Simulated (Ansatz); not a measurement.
Born–Oppenheimer molecular dynamics of a periodic cell of 12 atoms, TiO2 (start crystal TiO2, start structure P2_1/c, volume 1.15 times the crystal's). It goes on from the last frame of an earlier run, with new velocities.

Level of theory: DFT PBE, scalar-relativistic, plane waves, PAW (Ansatz). Settings: accuracy low, PAW set soft_1, cutoff 420 eV, k mesh 3x3x3, fermi-dirac smearing 0.36 eV, no spin polarisation.

| Item | Value |
| --- | --- |
| ensemble | NPT, Langevin |
| time step | 0.75 fs |
| steps asked | 90 |
| set temperature | 2940 K |
| friction | 0.02 /fs |
| pressure | 10 GPa |
| seed | 724987 |

Frames 1.5 fs apart, positions in Å, forces in eV/Å.

Velocities at 30 fs (Å/ps):

```
Ti -18.87 6.36 2.16
Ti 3.22 8.63 4.84
Ti -4.78 -1.33 -4.83
Ti 12.17 -15.20 10.05
O 4.85 3.04 13.71
O -6.54 -2.58 -15.99
O 9.64 -7.84 -7.14
O 7.81 1.28 9.83
O 26.78 13.37 -23.36
O 5.97 -7.34 7.09
O 9.61 -1.17 -0.12
O 12.31 -2.98 -19.47
```

```xyz
12
Lattice="5.0065 0.0487 0.0399 0.0515 5.1371 0.0202 -0.7320 0.0120 4.9108" Properties=species:S:1:pos:R:3:forces:R:3 time_fs=30 energy_less_start_eV=-0.215 T=3319
Ti 0.451 0.568 1.672 -0.29 1.25 -3.81
Ti 2.637 3.254 1.983 1.01 0.94 -2.92
Ti 2.545 5.449 4.322 -0.62 -0.70 1.57
Ti 0.256 2.728 3.903 1.82 2.57 0.34
O -0.125 2.262 1.900 -2.05 0.62 1.44
O 3.774 4.894 1.244 1.94 1.06 -0.02
O 3.400 3.803 3.651 0.51 2.61 0.66
O -0.833 1.572 4.391 -2.32 -4.35 0.88
O 0.934 4.647 3.016 1.82 -0.93 0.64
O 2.178 1.967 0.625 0.26 -2.94 -1.14
O 1.933 1.950 3.033 -0.73 -2.46 1.84
O 1.039 4.113 5.306 -1.36 2.33 0.52
12
Lattice="5.0187 0.0592 0.0447 0.0626 5.1284 0.0181 -0.7289 0.0083 4.9039" Properties=species:S:1:pos:R:3:forces:R:3 time_fs=31.5 energy_less_start_eV=-0.173 T=3141
Ti 0.427 0.575 1.671 -0.36 1.36 -4.38
Ti 2.656 3.265 1.990 0.85 0.87 -3.04
Ti 2.559 5.441 4.310 -0.65 -0.68 1.57
Ti 0.288 2.704 3.910 1.75 2.76 0.30
O -0.112 2.263 1.917 -2.05 0.71 1.37
O 3.789 4.889 1.222 2.00 1.02 0.16
O 3.434 3.793 3.633 0.57 2.71 0.76
O -0.815 1.566 4.401 -2.33 -4.36 0.89
O 0.990 4.660 2.975 1.94 -1.45 1.16
O 2.191 1.952 0.636 0.25 -2.81 -1.21
O 1.958 1.946 3.027 -0.67 -2.35 1.93
O 1.070 4.100 5.268 -1.30 2.21 0.49
12
Lattice="5.0289 0.0716 0.0503 0.0757 5.1178 0.0165 -0.7247 0.0049 4.8967" Properties=species:S:1:pos:R:3:forces:R:3 time_fs=33 energy_less_start_eV=-0.241 T=3500
Ti 0.402 0.585 1.667 -0.38 1.26 -4.67
Ti 2.675 3.275 1.997 0.67 0.80 -3.14
Ti 2.576 5.432 4.300 -0.68 -0.60 1.56
Ti 0.322 2.685 3.921 1.60 2.76 0.33
O -0.096 2.265 1.936 -2.07 0.81 1.27
O 3.810 4.884 1.207 1.98 0.95 0.27
O 3.470 3.787 3.614 0.65 2.75 0.88
O -0.797 1.554 4.412 -2.24 -4.23 0.85
O 1.052 4.667 2.938 2.02 -1.75 1.39
O 2.207 1.924 0.644 0.21 -2.54 -1.26
O 1.983 1.945 3.020 -0.59 -2.22 2.03
O 1.098 4.088 5.231 -1.19 2.00 0.49
12
Lattice="5.0384 0.0841 0.0547 0.0888 5.1071 0.0147 -0.7217 0.0012 4.8884" Properties=species:S:1:pos:R:3:forces:R:3 time_fs=34.5 energy_less_start_eV=-0.419 T=3445
Ti 0.375 0.602 1.656 -0.24 0.86 -4.57
Ti 2.695 3.281 2.003 0.50 0.75 -3.21
Ti 2.590 5.420 4.284 -0.69 -0.50 1.56
Ti 0.357 2.667 3.928 1.32 2.59 0.49
O -0.083 2.268 1.959 -2.10 0.94 1.05
O 3.835 4.875 1.192 1.93 0.87 0.37
O 3.503 3.787 3.596 0.70 2.68 0.97
O -0.786 1.537 4.419 -1.98 -3.93 0.81
O 1.111 4.671 2.905 1.96 -1.79 1.22
O 2.225 1.889 0.649 0.11 -2.23 -1.30
O 2.000 1.939 3.013 -0.45 -2.02 2.07
O 1.125 4.073 5.194 -1.07 1.77 0.54
12
Lattice="5.0482 0.0939 0.0601 0.0992 5.0960 0.0120 -0.7178 -0.0029 4.8790" Properties=species:S:1:pos:R:3:forces:R:3 time_fs=36 energy_less_start_eV=-0.705 T=3772
Ti 0.348 0.618 1.643 0.05 0.33 -4.19
Ti 2.716 3.282 2.007 0.33 0.73 -3.16
Ti 2.601 5.407 4.273 -0.66 -0.39 1.48
Ti 0.391 2.650 3.934 0.91 2.27 0.71
O -0.075 2.273 1.984 -2.09 0.96 0.79
O 3.858 4.864 1.180 1.85 0.76 0.47
O 3.539 3.789 3.574 0.74 2.54 1.11
O -0.782 1.511 4.425 -1.56 -3.45 0.73
O 1.172 4.665 2.876 1.72 -1.61 0.78
O 2.240 1.846 0.654 -0.03 -1.91 -1.34
O 2.017 1.927 3.009 -0.34 -1.74 2.04
O 1.148 4.053 5.160 -0.93 1.53 0.58
12
Lattice="5.0570 0.1014 0.0667 0.1072 5.0847 0.0090 -0.7123 -0.0069 4.8709" Properties=species:S:1:pos:R:3:forces:R:3 time_fs=37.5 energy_less_start_eV=-0.982 T=3678
Ti 0.322 0.634 1.632 0.45 -0.30 -3.79
Ti 2.733 3.280 2.015 0.18 0.74 -3.06
Ti 2.610 5.393 4.267 -0.64 -0.28 1.35
Ti 0.423 2.634 3.941 0.62 1.99 0.88
O -0.071 2.274 2.007 -2.02 1.02 0.56
O 3.874 4.859 1.170 1.83 0.56 0.60
O 3.575 3.795 3.553 0.78 2.34 1.26
O -0.775 1.482 4.434 -1.20 -2.99 0.66
O 1.229 4.650 2.853 1.38 -1.36 0.28
O 2.256 1.793 0.658 -0.23 -1.46 -1.37
O 2.038 1.913 3.009 -0.33 -1.46 2.00
O 1.168 4.034 5.132 -0.82 1.21 0.63
12
Lattice="5.0647 0.1085 0.0726 0.1147 5.0731 0.0066 -0.7076 -0.0104 4.8656" Properties=species:S:1:pos:R:3:forces:R:3 time_fs=39 energy_less_start_eV=-1.207 T=3719
Ti 0.297 0.648 1.623 0.87 -0.98 -3.46
Ti 2.750 3.275 2.022 0.09 0.85 -2.87
Ti 2.616 5.378 4.268 -0.60 -0.23 1.15
Ti 0.452 2.619 3.954 0.41 1.76 0.92
O -0.065 2.274 2.029 -1.99 1.13 0.40
O 3.887 4.852 1.162 1.83 0.35 0.76
O 3.607 3.804 3.539 0.82 2.09 1.34
O -0.764 1.449 4.444 -0.95 -2.58 0.63
O 1.287 4.628 2.831 0.98 -1.06 -0.16
O 2.270 1.736 0.661 -0.43 -0.96 -1.39
O 2.059 1.902 3.012 -0.32 -1.26 1.97
O 1.183 4.015 5.109 -0.72 0.89 0.71
12
Lattice="5.0725 0.1146 0.0785 0.1211 5.0615 0.0046 -0.7027 -0.0133 4.8628" Properties=species:S:1:pos:R:3:forces:R:3 time_fs=40.5 energy_less_start_eV=-1.388 T=3672
Ti 0.273 0.662 1.613 1.31 -1.70 -3.31
Ti 2.765 3.267 2.031 0.07 0.98 -2.62
Ti 2.623 5.364 4.274 -0.55 -0.20 0.93
Ti 0.481 2.606 3.966 0.17 1.52 0.95
O -0.060 2.272 2.044 -1.98 1.39 0.35
O 3.902 4.844 1.157 1.80 0.07 0.90
O 3.639 3.813 3.530 0.81 1.79 1.35
O -0.753 1.413 4.452 -0.72 -2.13 0.58
O 1.343 4.611 2.805 0.62 -0.91 -0.34
O 2.279 1.665 0.663 -0.65 -0.29 -1.34
O 2.075 1.889 3.022 -0.28 -0.98 1.86
O 1.192 4.001 5.095 -0.60 0.46 0.69
12
Lattice="5.0807 0.1209 0.0842 0.1277 5.0513 0.0018 -0.6982 -0.0170 4.8606" Properties=species:S:1:pos:R:3:forces:R:3 time_fs=42 energy_less_start_eV=-1.533 T=3953
Ti 0.253 0.674 1.599 1.71 -2.34 -3.23
Ti 2.784 3.260 2.038 0.13 1.15 -2.30
Ti 2.632 5.355 4.279 -0.46 -0.25 0.65
Ti 0.506 2.593 3.976 -0.10 1.33 1.01
O -0.060 2.269 2.057 -1.95 1.62 0.35
O 3.923 4.838 1.152 1.74 -0.23 1.07
O 3.671 3.826 3.526 0.78 1.43 1.28
O -0.742 1.373 4.460 -0.50 -1.63 0.50
O 1.401 4.601 2.772 0.29 -0.84 -0.33
O 2.287 1.592 0.660 -0.92 0.48 -1.18
O 2.087 1.882 3.037 -0.20 -0.68 1.64
O 1.202 3.992 5.088 -0.52 -0.04 0.54
12
Lattice="5.0890 0.1282 0.0872 0.1354 5.0439 -0.0023 -0.6963 -0.0220 4.8592" Properties=species:S:1:pos:R:3:forces:R:3 time_fs=43.5 energy_less_start_eV=-1.560 T=3908
Ti 0.229 0.690 1.587 2.09 -3.02 -3.18
Ti 2.805 3.254 2.042 0.22 1.34 -1.90
Ti 2.642 5.349 4.281 -0.32 -0.38 0.29
Ti 0.528 2.587 3.984 -0.35 1.16 1.05
O -0.068 2.271 2.067 -1.89 1.85 0.35
O 3.942 4.839 1.147 1.76 -0.52 1.27
O 3.707 3.843 3.524 0.69 1.06 1.15
O -0.734 1.333 4.465 -0.29 -1.15 0.45
O 1.460 4.594 2.736 -0.05 -0.79 -0.23
O 2.298 1.522 0.652 -1.27 1.34 -0.87
O 2.094 1.873 3.054 -0.10 -0.29 1.28
O 1.213 3.987 5.086 -0.48 -0.58 0.32
12
Lattice="5.0992 0.1343 0.0901 0.1419 5.0376 -0.0082 -0.6950 -0.0286 4.8570" Properties=species:S:1:pos:R:3:forces:R:3 time_fs=45 energy_less_start_eV=-1.438 T=3452
Ti 0.205 0.702 1.576 2.42 -3.64 -3.18
Ti 2.827 3.247 2.044 0.35 1.54 -1.53
Ti 2.652 5.341 4.275 -0.09 -0.58 -0.09
Ti 0.549 2.577 3.988 -0.58 1.03 1.13
O -0.075 2.272 2.077 -1.85 2.09 0.34
O 3.958 4.843 1.144 1.81 -0.82 1.46
O 3.745 3.863 3.522 0.61 0.64 1.02
O -0.728 1.295 4.467 -0.10 -0.70 0.42
O 1.519 4.591 2.700 -0.40 -0.79 -0.10
O 2.310 1.452 0.635 -1.71 2.24 -0.40
O 2.100 1.865 3.071 0.04 0.10 0.86
O 1.230 3.976 5.086 -0.49 -1.10 0.06
12
Lattice="5.1086 0.1390 0.0931 0.1468 5.0323 -0.0129 -0.6934 -0.0339 4.8543" Properties=species:S:1:pos:R:3:forces:R:3 time_fs=46.5 energy_less_start_eV=-1.228 T=3187
Ti 0.187 0.710 1.567 2.62 -4.00 -3.17
Ti 2.847 3.243 2.046 0.49 1.69 -1.15
Ti 2.662 5.332 4.269 0.22 -0.82 -0.60
Ti 0.565 2.570 3.993 -0.79 0.86 1.13
O -0.085 2.271 2.089 -1.80 2.18 0.30
O 3.972 4.846 1.144 1.90 -1.08 1.63
O 3.787 3.889 3.520 0.50 0.19 0.89
O -0.729 1.264 4.472 0.09 -0.30 0.41
O 1.573 4.588 2.664 -0.70 -0.83 0.08
O 2.321 1.387 0.614 -2.24 3.11 0.19
O 2.100 1.852 3.082 0.20 0.53 0.46
O 1.252 3.962 5.083 -0.51 -1.53 -0.16
```

Of the whole run (68 fs, mean temperature of the second half 2888 K): The conserved energy stayed within 0.26 meV per atom of its start (net change -0.17 meV per atom), so the integration is sound. A run of 0.068 ps of so small a system gives no equilibrium averages. Limits of this set-up: low accuracy level. The cell's volume went from 120 to 124 Å³.

The run took 26 min on 1 thread of Intel(R) Xeon(R) Processor @ 2.50GHz (Skylake/Cascade Lake) (shared host), peak memory 0.49 GiB.
